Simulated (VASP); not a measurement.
Sc: relaxation of cell and atoms with r2SCAN+rVV10

Sc:

```
Sc
1.0
     3.27000    0.00000    0.00000
    -1.63500    2.83190    0.00000
     0.00000    0.00000    5.09000
Sc
2
Direct
  0.33333 0.66667 0.25000
  0.66667 0.33333 0.75000
```

The cell was built by a generator and needn't be a form met in nature.

```yaml
Program: VASP 6.6.1
Task: relaxation of cell and atoms
Functional: r2SCAN
Dispersion: rVV10
Potentials_or_basis: VASP PAW PBE potentials, release 64 (Sc_sv)
Cutoff: 600 eV
k_mesh: 14 × 14 × 8
Occupations: methfessel-paxton, width 0.1 eV
Spin: no spin polarisation
Further_INCAR_settings: ALGO = Normal; EDIFF = 1e-06; IBRION = 2; EDIFFG = -0.005; NSW = 40; ISIF = 3
```

```json
{
 "Relaxed volume": "24.75 Å³/atom",
 "Relaxed cell": "a = 3.322 Å, b = 3.322 Å, c = 5.181 Å, α = 90.00°, β = 90.00°, γ = 120.00°",
 "Space group after relaxing (to 0.05 Å)": "P6_3/mmc (No. 194)",
 "Energy gained by relaxing": "10.7 meV/atom",
 "Ionic steps": "7",
 "Pressure after relaxing": "0.0 GPa",
 "Band gap on the k mesh": "none (metal or under the smearing width)"
}
```

The path:
| step | energy change (eV) | largest force (eV/Å) | pressure (GPa) | volume (Å³) |
| --- | --- | --- | --- | --- |
| 1 | 0.0000 | 0.0000 | 2.97 | 47.14 |
| 2 | -0.0198 | 0.0000 | -0.74 | 50.18 |
| 3 | -0.0213 | 0.0000 | 0.04 | 49.50 |
| 4 | -0.0213 | 0.0000 | -0.03 | 49.55 |
| 5 | -0.0214 | 0.0000 | -0.05 | 49.56 |
| 6 | -0.0214 | 0.0000 | -0.05 | 49.57 |
| 7 | -0.0214 | 0.0000 | 0.02 | 49.51 |

Final structure:
```
CELL_PARAMETERS angstrom
3.32162 0.00000 0.00000
-1.66081 2.87661 0.00000
0.00000 0.00000 5.18120
ATOMIC_POSITIONS crystal
Sc 0.33333 0.66667 0.25000
Sc 0.66667 0.33333 0.75000
```

Levels at points of the mesh, in eV from the Fermi level:
```csv
k point,band 7,band 8,band 9,band 10,band 11,band 12,band 13,band 14,band 15
"(0.00, 0.00, 0.00)",-28.95,-28.93,-5.51,-1.70,0.44,1.81,1.81,2.08,2.29
"(0.50, 0.00, 0.00)",-29.04,-28.99,-1.72,-1.14,-0.67,-0.42,1.41,1.56,2.05
"(0.00, 0.00, 0.50)",-28.98,-28.98,-3.88,-3.88,1.10,1.10,1.73,1.73,1.73
"(0.50, 0.00, 0.50)",-29.04,-29.04,-1.52,-1.52,0.04,0.04,1.31,1.31,2.62
```

Run time: 24 min on 1 thread of Intel(R) Xeon(R) Platinum 8488C (Sapphire Rapids) (shared host), peak memory 0.39 GiB.

Caveat: the PAW data sets were made with another functional, which shifts forces and pressure a little.
